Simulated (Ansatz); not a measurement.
# Cu: the cost of one run

Method: DFT PBE, scalar-relativistic, plane waves, PAW, in Ansatz 0.2.0.

2 further runs of the same task are left out: 2 set aside as unsound or not needed.

## (1) The starting structure

Symmetry: Fm-3m, No. 225, cubic system. The conventional cell has a = 3.630 Å, b = 3.630 Å, c = 3.630 Å, α = 90.00°, β = 90.00°, γ = 90.00°. Cu (site symmetry m-3m) is surrounded by 12 Cu at 2.57 Å.

Structure file:

```
CELL_PARAMETERS angstrom
0.00000 1.81487 1.81487
1.81487 0.00000 1.81487
1.81487 1.81487 0.00000
ATOMIC_POSITIONS crystal
Cu 0.00000 0.00000 0.00000
```

This cell was relaxed beforehand with the same method: volume 11.96 Å³/atom, gap on the mesh none (metal).

## (2) The bulk in the plane's own cell

The same crystal, re-cut so that c stands normal to the (211) plane; its mesh matches that of the cells to come, so errors of the mesh cancel.

The input, input.yaml:

```yaml
crystal:
  lattice:
    - [2.5666196354, 0.0, 0.0]
    - [0.0, 6.2869084705, 0.0]
    - [0.0, 0.0, 4.4455156122]
  atoms:
    - { symbol: Cu, position: [0.0, 0.0, 0.0] }
    - { symbol: Cu, position: [0.0, 0.3333333333, 0.6666666667] }
    - { symbol: Cu, position: [1.0, 0.6666666667, 0.3333333333] }
    - { symbol: Cu, position: [0.5, 0.0, 0.5] }
    - { symbol: Cu, position: [0.5, 0.3333333333, 0.1666666667] }
    - { symbol: Cu, position: [0.5, 0.6666666667, 0.8333333333] }
basis:
  ecutwfc: 420
kpoints:
  mp_grid: { grid: [14, 6, 8] }
hamiltonian:
  xc: pbe
scf:
  occupations: { method: gaussian, width: 0.1 }
output:
  forces: true
  stress: true
  eigenvalues: true
```

The run is started by

```bash
> ansatz run input.yaml --threads 4 --pin off --max-ram 11264MiB --backend cpu --events-out ev --progress --plain --runs-dir out
```

What time and memory should one allow on 4 threads of AMD EPYC 9R45 (Zen 5), shared host?

About 3.3 s, with a peak of 1 GiB.
